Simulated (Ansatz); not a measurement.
The system is P.

```
P
1.0
     1.64774   -5.46504    0.00000
     1.64774    5.46504    0.00000
     0.00000    0.00000    4.54364
P
4
Direct
  0.90414 0.09586 0.58882
  0.09586 0.90414 0.41118
  0.59586 0.40414 0.08882
  0.40414 0.59586 0.91118
```

Base run:

| Property | Result |
| --- | --- |
| Program | Ansatz 0.2.0 |
| Functional | PBE0 |
| Potentials or basis | Ansatz PAW |
| Cutoff | 420 eV (not typed: the program's choice for these potentials) |
| k mesh | 5 × 5 × 4 |
| Occupations | fermi-dirac, width 0.05 eV |
| Spin | no spin polarisation |

Its results: band gap on the k mesh 1.68 eV, direct; pressure -0.2 GPa; largest force 0.145 eV/Å.

Task: The run is repeated on the same cell with these changes: functional from PBE0 to HSE06. What comes out?

Result: Band gap on the k mesh 1.02 eV, direct; pressure -0.1 GPa; largest force 0.144 eV/Å.

Caveats: odd divisions of the mesh miss points on the zone boundary, where band edges often lie, so the gap on the mesh can be too wide; the PAW data sets come from PBE, with cores solved anew for the run's functional, which leaves a small shift of forces and pressure; the density of states is complete only up to the lowest level of the last band computed; the thresholds are loose for stress.

A k mesh can miss the band edges.
